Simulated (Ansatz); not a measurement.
Consider the following.

BaF₂:
```
BaF2
1.0
    0.00000     3.09757     3.09757
    3.09757     0.00000     3.09757
    3.09757     3.09757     0.00000
Ba F
1 2
Direct
  0.00000   0.00000   0.00000
  0.25000   0.25000   0.25000
  0.75000   0.75000   0.75000
```

This is the r²SCAN-relaxed structure.

All from plane-wave PAW r²SCAN (Ansatz code), unless another level is named. Give the band gap.

7.41 eV (indirect).

Next, the electron effective mass?

0.50 mₑ (isotropic).

Predict the conduction-band minimum.

at Γ.

Space group Fm-3m (fluorite). The r²SCAN relaxation kept the symmetry of its start. Scalar-relativistic: spin–orbit coupling is off unless named, which matters more the heavier the elements.

Potentials: the earlier of the program's two PAW sets. The files were generated under PBE; for other functionals the program regenerates the frozen cores, and for LDA and PBEsol the local potential too.
